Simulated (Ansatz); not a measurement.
# Cr (Im-3m) in Ansatz: further runs, part 2 of 2

Ansatz 0.2.0. Earlier steps stand in the parts before.

## (3) Projected density of states, r2SCAN, collinear spin, ferromagnetic start

input.yaml

```yaml
crystal:
  lattice:
    - [-1.4844496776, 1.4844496776, 1.4844496776]
    - [1.4844496776, -1.4844496776, 1.4844496776]
    - [1.4844496776, 1.4844496776, -1.4844496776]
  atoms:
    - { symbol: Cr, position: [0.0, 0.0, 0.0], spin: 3.0 }
hamiltonian:
  xc: r2scan
  pseudopotentials: { kind: paw }
magnetization:
  spin_polarized: true
kpoints:
  mp_grid: { grid: [7, 7, 7] }
scf:
  occupations: { method: fermi_dirac, width: 0.05 }
  n_extra_bands: 6
output:
  forces: true
  stress: true
  eigenvalues: true
  dos: { projected: true, de: 0.05, nscf_kmesh: { grid: [11, 11, 11] } }
```

Potentials or basis: Ansatz PAW.

Launch:

```bash
ansatz run input.yaml --threads 2 --pin off --max-ram 5632MiB --backend cpu --events-out ev --progress --plain --runs-dir out
```

What it wrote:

```text
Warning: RAYON_NUM_THREADS=2 ignored (pool sized by the plan → 2); use --threads N
scf.n_extra_bands = 6 over 7 filled bands (N_el = 14.0): the run solves 13 bands
Engine: ansatz 0.2.0, aarch64-unknown-linux-gnu
Pseudopotentials: kind: paw
Pseudopotential: Cr, paw, valence charge 14, recommended cutoff 500 eV (meta_gga), Cr.paw.azcp
Functional definition: r2SCAN
  parameter k0 = 0.174
  parameter k1 = 0.065
  parameter a1 = 4.9479
  exchange = r2scan_x(k0 = k0, k1 = k1, a1 = a1)
  correlation = r2scan_c
Crystal: 1 atoms, lattice volume = 13.084 Å³
Basis set: ecut = 500 eV, 321 PW (Γ), exchange–correlation on 80×80×80 points (64 copies of the dense FFT grid, shifted against one another)
Bands: 13, of which v1, the nominal top of the filled ones, is band 7 counted from 1 (6 counted from 0)
Symmetry: 48 space group operations
Space group: Im-3m (ITA 229), of the structure as read, at distance tolerance 2.4e-5 Å
Magnetic group: BNS 229.140 (UNI 1642), of the structure as read, at distance tolerance 2.4e-5 Å
k-points: 20 of 343
Non-local potential: Cr, projectors of the file, l = 0: 3, l = 1: 2, l = 2: 3, l = 3: 1
PAW form: soft (Blöchl's): semilocal exchange-correlation on the pseudo side does not see the compensation charge
PAW frozen core: Cr, regenerated for the run's functional (the file was generated under x = pbe(κ = 0.804, μ = 0.2195149727645171), c = pbe(β = 0.06672455060314922))
PAW one-centre angular grid: Cr, 590 points (default); XC on 160 Gauss nodes
Initial density: superposition of atomic densities (chi_scale 0.1, normalization cell)
Starting moments: Σ|m| = 3 μB on 1 of 1 site
Initial wavefunctions: pseudopotential atomic-orbital guess
Functional: x = r2scan, c = r2scan; τ floored in thin density (d = 2e-4 eV/Å³)
SCF iter   1: F=—  HF=-3382.312997 eV  |F-HF|=—  |Δ(HF+E_count)|=         —  Δρ=1.41e-1 (↑1.41e-1 ↓5.49e-2)  dr2=3.63e0  dr2_τ=2.50e-2  dr2_m=4.28e-1  M=2.103 μB ∫|m|=2.103 μB  β_m=1.00  ethr=3.10e-3  ⟨swp⟩=3.7  Hψ=2346  notcnv=0
Mixer restart at iter 1: flushing history
[... 26 lines left out ...]
this state was not tested for a lower state beside it, because the mixer in use, unlike msr1, does not test its closes by its own steps (another_mixer; see scf.mixing.algorithm and scf.lower_state_search)
NSCF: frozen V_eff on 56 k-points
SCF converged after 22 iterations
Magnetization: 0.0000 μB (7.0000 up, 7.0000 down)
Absolute magnetization: 0.0000 μB (∫|ρ↑−ρ↓|, with the PAW one-centre terms)
Spin contamination: 0.0000 ħ² per cell (⟨S²⟩ above its minimum at these occupations)
Per-site moments (μB) at R_I (Å): [(2.2782481454262207e-5, 1.0605961834390063)]
Free energy (F): -3382.245987 eV
Harris-Foulkes:  -3382.245987 eV  (|F-HF|=3.64e-11)
Internal energy: -3382.235125 eV  (E = F + TS)
E sigma→0 (E₀):  -3382.240556 eV
Entropy (-TS):   -0.010862 eV (-10.862 meV/atom)
Fermi energy:    16.747804 eV
--- Per-component energies (eV) ---
  E_band       = -197.497860
  E_kinetic    = 340.176013
  E_local      = -1280.072911  (includes V_loc(G=0)·N_el)
  E_nonlocal   = 77.629184
  E_hartree    = 548.054022
  E_xc         = -136.791172
  E_vxc        = -198.982817  (∫ρ·V_xc dr)
  E_paw        = -1201.172378  (= ΣΔE_a)
  E_vpaw       = -244.907638  (= ΣTr[D̂ρ^β])
  E_aug_tail   = 0.000197  (compensation charges beyond the density's cutoff)
  E_vtau       = 12.552044  (kinetic-family band-sum trace: ∫τ·v_τ [+ j·A + Jᵃ·Aᵃ] dr)
  E_ewald      = -1729.785753
  E_core_change = -0.272327  (= ΣΔE_core)
  E_smearing   = -0.010862  (= −TS)
  E_closure    = 0.000000  (closes the sum)
  Σ components = -3382.245987   (vs F -3382.245987, Δ=0.00e0)
--- Forces (eV/Å), atoms counted from 1 ---
  atom   1  Cr    -0.00000000     0.00000000     0.00000000
  max |Σ_I F_I| component: 1.25e-31 eV/Å
--- Stress (GPa, compression-positive) ---
      -29.267057      -0.000000       0.000000
        0.000000     -29.267057      -0.000000
        0.000000       0.000000     -29.267057
  P = ⅓ Tr σ = -29.2671 GPa (-292.671 kbar)
--- Band table (eV; the first three rows and the last of 40) ---
  k-point 0 ↑: bands = ["-58.0258", "-27.7329", "-27.7329", "-27.7329", "8.7454", "15.8661", "15.8661", "15.8661", "17.9809", "17.9809", "38.8541", "38.8541", "38.8541"]
  k-point 1 ↑: bands = ["-58.0014", "-27.8582", "-27.7726", "-27.7333", "9.5632", "15.5847", "15.7854", "16.3822", "17.7262", "18.0045", "36.3191", "38.1226", "39.1010"]
  k-point 2 ↑: bands = ["-57.9463", "-28.1339", "-27.8609", "-27.7343", "11.5176", "14.9952", "15.5780", "17.6566", "17.6797", "18.1046", "31.1728", "35.6448", "39.5089"]
  k-point 19 ↓: bands = ["-57.8118", "-28.1843", "-28.1617", "-28.1617", "13.2366", "13.2720", "18.3240", "18.3240", "18.6328", "24.7323", "27.4902", "27.4902", "32.8731"]
```

It took 3.4 s on 2 threads of Arm Neoverse V2, shared host; peak memory 0.29 GiB.

Results:

```
Free energy                          : -3382.2460 eV
Pressure                             : -29.3 GPa
Band gap on the k mesh               : none (metal or under the smearing width)
Net moment                           : 0.00 μB per cell
Absolute moment                      : 0.00 μB per cell
Density of states at the Fermi level : 0.62 states/eV per cell
```

Levels at points of the mesh, in eV from the Fermi level:
Spin up:
```
           k point  band 3  band 4  band 5  band 6  band 7  band 8  band 9  band 10  band 11  band 12
(0.00, 0.00, 0.00)  -44.48  -44.48   -8.00   -0.88   -0.88   -0.88    1.23     1.23    22.11    22.11
```
Spin down:
| k point | band 4 | band 5 | band 6 | band 7 | band 8 | band 9 | band 10 | band 11 |
| --- | --- | --- | --- | --- | --- | --- | --- | --- |
| (0.00, 0.00, 0.00) | -44.48 | -8.00 | -0.88 | -0.88 | -0.88 | 1.23 | 1.23 | 22.11 |

States per cell in windows of 1 eV (zero at the Fermi level; states under -8 eV left out):
| from (eV) | up | down | Cr 3d down | Cr 3d up | Cr 4s up | Cr 4s down |
| --- | --- | --- | --- | --- | --- | --- |
| -8.0 | 0.02 | 0.02 | 0.00 | 0.00 | 0.02 | 0.02 |
| -7.0 | 0.05 | 0.05 | 0.00 | 0.00 | 0.04 | 0.04 |
| -6.0 | 0.08 | 0.08 | 0.01 | 0.01 | 0.06 | 0.06 |
| -5.0 | 0.17 | 0.17 | 0.08 | 0.08 | 0.08 | 0.08 |
| -4.0 | 0.55 | 0.55 | 0.46 | 0.46 | 0.08 | 0.08 |
| -3.0 | 0.67 | 0.67 | 0.65 | 0.65 | 0.01 | 0.01 |
| -2.0 | 1.10 | 1.10 | 1.02 | 1.02 | 0.05 | 0.05 |
| -1.0 | 0.37 | 0.37 | 0.32 | 0.32 | 0.02 | 0.02 |
| 0.0 | 0.75 | 0.75 | 0.74 | 0.74 | 0.01 | 0.01 |
| 1.0 | 1.38 | 1.38 | 1.35 | 1.35 | 0.02 | 0.02 |
| 2.0 | 0.29 | 0.29 | 0.21 | 0.21 | 0.06 | 0.06 |
| 3.0 | 0.17 | 0.17 | 0.07 | 0.07 | 0.07 | 0.07 |
| 4.0 | 0.15 | 0.15 | 0.03 | 0.03 | 0.06 | 0.06 |
| 5.0 | 0.12 | 0.12 | 0.02 | 0.02 | 0.04 | 0.04 |
| 6.0 | 0.09 | 0.09 | 0.01 | 0.01 | 0.02 | 0.02 |
| 7.0 | 0.04 | 0.04 | 0.00 | 0.00 | 0.01 | 0.01 |

Caveat: the k mesh is coarse (spacing up to 0.43 Å⁻¹), so the values aren't converged; the magnetic or orbital state may not be the lowest; the starting moments collapsed, and a magnetic state may lie lower; a pressure of tens of GPa on the cell as given is suspect, and the run, the potentials or the cell itself is likely at fault; the PAW data sets come from PBE, with cores solved anew for the run's functional, which leaves a small shift of forces and pressure; the density of states is complete only up to the lowest level of the last band computed; the starting moments weren't kept.
